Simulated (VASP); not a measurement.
Set up this calculation in VASP 6.6.1, as the native input.

| Item | Value |
| --- | --- |
| Task | relaxation of cell and atoms |
| Functional | LDA |
| Potentials or basis | VASP PAW LDA potentials, release 64 (In_d, P) |
| Cutoff | 600 eV |
| k mesh | 8 × 8 × 8 |
| Occupations | gaussian, width 0.03 eV |
| Spin | no spin polarisation |
| Further INCAR settings | ALGO = Normal; EDIFF = 1e-07; IBRION = 2; EDIFFG = -0.005; NSW = 90; ISIF = 3 |

The structure of InP lies in POSCAR:

```
InP                                     
1.0
    0.0000000000      2.9142540919      2.9142540919
    2.9142540919      0.0000000000      2.9142540919
    2.9142540919      2.9142540919      0.0000000000
  In              P             
     1     1
Direct
     0.0000000000000000    0.0000000000000000    0.0000000000000000
     0.2500000000000000    0.2500000000000000    0.2500000000000000
```

The input as run:

INCAR

```
SYSTEM = InP
  ALGO = Normal
  EDIFF = 1E-7
  EDIFFG = -0.005
  ENCUT = 600
  GGA = CA
  IBRION = 2
  ISIF = 3
  ISMEAR = 0
  LASPH = .True.
  LCHARG = .False.
  LREAL = .False.
  LWAVE = .False.
  NELM = 80
  NSW = 90
  PREC = Accurate
  SIGMA = 0.03
```

KPOINTS

```
k-points
0
Gamma
  8 8 8
  0 0 0
```

Potentials or basis: VASP PAW LDA potentials, release 64 (In_d, P).

The run is started by

```bash
$ cat potpaw_LDA.64/In_d/POTCAR potpaw_LDA.64/P/POTCAR > POTCAR
$ mpirun -np 1 vasp_std > vasp.out
```

It gave:

The pressure after relaxing is 0.0 GPa and the band gap on the k mesh is 0.60 eV, direct.

Caveat: the relaxation stopped at its first step, so nothing moved; spin-orbit coupling is left out, which moves the levels of the heavy elements.

Wall time 22 s on 1 thread of Intel(R) Xeon(R) 6975P-C (Granite Rapids), with other jobs on the host, peak memory 0.18 GiB.
